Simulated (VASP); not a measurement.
Here is a VASP 6.6.1 calculation.

Contents of INCAR:

```
PREC = Accurate ; ENCUT = 600
EDIFF = 1E-7 ; ISMEAR = 1
SIGMA = 0.1 ; LREAL = F
LASPH = T ; NELM = 80
ALGO = Normal ; ISIF = 3
LWAVE = F ; LCHARG = F
GGA = PS ; IBRION = 2
NSW = 90 ; EDIFFG = -0.005
PSTRESS = 502.0
```

Contents of KPOINTS:

```
regular mesh
0
Gamma
  16 16 16
```

Contents of POSCAR:

```
Ta                                      
1.0
   -1.5474863100      1.5474863100      1.5474863100
    1.5474863100     -1.5474863100      1.5474863100
    1.5474863100      1.5474863100     -1.5474863100
  Ta            
     1
Direct
     0.0000000000000000    0.0000000000000000    0.0000000000000000
```

Potentials or basis: VASP PAW PBE potentials, release 64 (Ta_pv).

Launch:

```console
$ cat potpaw_PBE.64/Ta_pv/POTCAR > POTCAR
$ mpirun -np 1 vasp_std > vasp.out
```

Q: Estimate the band gap on the k mesh.

A: None (metal or under the smearing width).

Final structure:
```yaml
crystal:
  lattice:
    - [-1.54749, 1.54749, 1.54749]
    - [1.54749, -1.54749, 1.54749]
    - [1.54749, 1.54749, -1.54749]
  atoms:
    - { symbol: Ta, position: [0.00000, 0.00000, 0.00000] }
```

Caveat: the relaxation stopped at its first step, so nothing moved. Spin-orbit coupling is left out, which matters for the levels of Ta.
